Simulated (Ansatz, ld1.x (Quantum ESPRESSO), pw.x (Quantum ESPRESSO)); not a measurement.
## pw.x on fcc Os: one setting changed

Potential: PAW, ld1.x (Quantum ESPRESSO) 7.5, PBE; core [Xe] 4f14, reference 5d6 6s1.75 6p0.25; waves: 6s (bound): rcut 2.15, rcutus 2.65 bohr; 6s channel at 0.1 Ry: rcut 2.15, rcutus 2.65 bohr; 6p (bound): rcut 2.05, rcutus 2.75 bohr; 6p channel at 0.75 Ry: rcut 2.05, rcutus 2.75 bohr; 5d (bound): rcut 1.85, rcutus 2.20 bohr; 5d channel at -0.15 Ry: rcut 1.85, rcutus 2.20 bohr; local part: all-electron potential smoothed inside 1.80 bohr (lloc = -2); core correction: Bessel-smoothed model core inside 2.05 bohr; augmentation: GAUSS, radius 1.50 bohr.

The reference run (k-mesh 15³, cutoffs 45/360 Ry, Fermi–Dirac 0.01 Ry, mixing_beta 0.4, conv_thr 1e-9, no spin) gives -0.26 GPa at 14.323 Å³/atom, where all-electron LAPW gives 0.41 GPa. This run, with its own iteration cap, changes degauss to 0.002.

```
&control
  calculation='scf', prefix='x', pseudo_dir='./', outdir='./tmp', tstress=.true., disk_io='none'
/
&system
  ibrav=0, nat=1, ntyp=1, ecutwfc=45, ecutrho=360, nbnd=11,
  occupations='smearing', smearing='fd', degauss=0.002
/
&electrons
  conv_thr=1e-09, mixing_beta=0.4, electron_maxstep=60
/
ATOMIC_SPECIES
Os 1.0 Os.UPF
CELL_PARAMETERS angstrom
  0.00000000 1.92753083 1.92753083
  1.92753083 0.00000000 1.92753083
  1.92753083 1.92753083 0.00000000
ATOMIC_POSITIONS crystal
Os 0.0000 0.0000 0.0000
K_POINTS automatic
15 15 15 0 0 0
```

```bash
pw.x < Os.scf.in > Os.scf.out
```

Problem. How does the run end?

Solution. It converges in 12 iterations; the free energy moves by +19.0 meV/atom and the pressure by -0.42 GPa. In a metal, with Fermi–Dirac smearing, F lies below its zero-width value by a term in the square of the width.

```
Message from routine setup:
     using ibrav=0 with symmetry is DISCOURAGED, use correct ibrav instead
     lattice parameter (alat)  =       5.1513  a.u.
     unit-cell volume          =      96.6564 (a.u.)^3
     number of electrons       =         8.00
     number of Kohn-Sham states=           11
     kinetic-energy cutoff     =      45.0000  Ry
     charge density cutoff     =     360.0000  Ry
     scf convergence threshold =      1.0E-09
     Exchange-correlation= SLA  PW   PBX  PBC
     number of k points=   120  Fermi-Dirac smearing, width (Ry)=  0.0020
     iteration #  1     ecut=    45.00 Ry     beta= 0.40
     total energy              =    -697.72669900 Ry
     estimated scf accuracy    <       0.05664618 Ry
     iteration #  2     ecut=    45.00 Ry     beta= 0.40
     total energy              =    -697.72539345 Ry
     estimated scf accuracy    <       0.00694478 Ry
     iteration #  3     ecut=    45.00 Ry     beta= 0.40
     total energy              =    -697.72655552 Ry
     estimated scf accuracy    <       0.00026665 Ry
     iteration #  4     ecut=    45.00 Ry     beta= 0.40
     c_bands:  1 eigenvalues not converged
     c_bands:  1 eigenvalues not converged
     c_bands:  1 eigenvalues not converged
     total energy              =    -697.72663450 Ry
     estimated scf accuracy    <       0.00005325 Ry
     iteration #  5     ecut=    45.00 Ry     beta= 0.40
     total energy              =    -697.72664656 Ry
     estimated scf accuracy    <       0.00000316 Ry
     iteration #  6     ecut=    45.00 Ry     beta= 0.40
     c_bands:  1 eigenvalues not converged
     total energy              =    -697.72665061 Ry
     estimated scf accuracy    <       0.00000100 Ry
     iteration #  7     ecut=    45.00 Ry     beta= 0.40
     total energy              =    -697.72665103 Ry
     estimated scf accuracy    <       0.00000019 Ry
     iteration #  8     ecut=    45.00 Ry     beta= 0.40
     total energy              =    -697.72665092 Ry
     estimated scf accuracy    <       0.00000023 Ry
     iteration #  9     ecut=    45.00 Ry     beta= 0.40
     total energy              =    -697.72665104 Ry
     estimated scf accuracy    <       0.00000024 Ry
     iteration # 10     ecut=    45.00 Ry     beta= 0.40
     total energy              =    -697.72665111 Ry
     estimated scf accuracy    <       0.00000002 Ry
     iteration # 11     ecut=    45.00 Ry     beta= 0.40
     total energy              =    -697.72665113 Ry
     estimated scf accuracy    <          5.2E-09 Ry
     iteration # 12     ecut=    45.00 Ry     beta= 0.40
     the Fermi energy is    18.5738 ev
!    total energy              =    -697.72665114 Ry
     estimated scf accuracy    <          9.6E-10 Ry
     smearing contrib. (-TS)   =      -0.00009659 Ry
     The total energy is F=E-TS. E is the sum of the following terms:
     one-electron contribution =      18.57356933 Ry
     hartree contribution      =       1.07419696 Ry
     xc contribution           =     -16.25793147 Ry
     ewald contribution        =     -40.27875642 Ry
     one-center paw contrib.   =    -660.83763296 Ry
     convergence has been achieved in  12 iterations
          total   stress  (Ry/bohr**3)                   (kbar)     P=       -6.81
     Message from routine punch:
     Nothing written, as per user request (disk_io='none')
```

The run took about 20 s on one core of a shared host (Neoverse-V1, 32 threads, 247 GiB, load 18).
